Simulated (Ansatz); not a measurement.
Li₂O:
```cif
data_Li8O4
_chemical_formula_sum 'O4 Li8'
_space_group_name_H-M_alt 'Fm-3m'
_space_group_IT_number 225
_space_group_name_Hall '-F 4 2 3'
_cell_length_a 4.57987
_cell_length_b 4.57987
_cell_length_c 4.57987
_cell_angle_alpha 90.000
_cell_angle_beta 90.000
_cell_angle_gamma 90.000
loop_
_atom_site_label
_atom_site_type_symbol
_atom_site_symmetry_multiplicity
_atom_site_Wyckoff_symbol
_atom_site_fract_x
_atom_site_fract_y
_atom_site_fract_z
_atom_site_occupancy
O1 O 4 a 0.00000 0.00000 0.00000 1
Li1 Li 8 c 0.25000 0.25000 0.25000 1
```
(The calculation used a cell of 3 atoms; values per cell refer to that cell.)

Relaxed with PBEsol. Independent-particle spectrum: no excitons, no local fields, no scissors shift; 0.1 eV broadening; ε₁ of the summed bands alone.

Question: Tabulate the dielectric function from PBEsol (plane waves, PAW; program Ansatz).

Answer: 

```csv
E (eV),ε₁ xx,ε₂ xx
0.0,2.93,0.00
0.3,2.93,0.00
0.6,2.93,0.00
0.9,2.94,0.00
1.2,2.96,0.00
1.5,2.98,0.00
1.8,3.01,0.00
2.1,3.04,0.00
2.4,3.08,0.00
2.7,3.12,0.00
3.0,3.18,0.00
3.3,3.25,0.00
3.6,3.33,0.00
3.9,3.42,0.00
4.2,3.54,0.00
4.5,3.70,0.00
4.8,3.90,0.00
5.1,4.20,0.00
5.4,4.78,0.25
5.7,4.93,0.68
6.0,5.21,0.92
6.3,6.16,1.34
6.6,6.38,3.34
6.9,4.99,5.44
7.2,3.07,4.82
7.5,2.40,4.39
7.8,1.98,4.08
8.1,1.70,3.93
8.4,1.46,4.24
8.7,-0.47,3.78
9.0,-0.68,2.50
9.3,-0.77,0.89
9.6,0.50,0.24
9.9,1.28,0.13
10.2,1.97,0.08
10.5,2.96,0.23
10.8,4.14,1.28
11.1,2.97,2.97
11.4,2.25,2.82
11.7,2.04,2.58
12.0,2.35,3.02
```

Question: From ε at 6.8 eV (xx: 5.88 + 4.70i), find n, k, the normal reflectivity and the absorption coefficient.

Answer: n = 2.59, k = 0.908, R = 24 %, α = 2kE/ħc = 630000 cm⁻¹.

With all bands, ε∞ without local fields is 3.04. DFPT, with local fields, gives 2.94.

The cell was relaxed with PBEsol under the symmetry of its start; of distortions, only those at the zone centre were tested.

Potentials: the later of the program's two PAW sets.
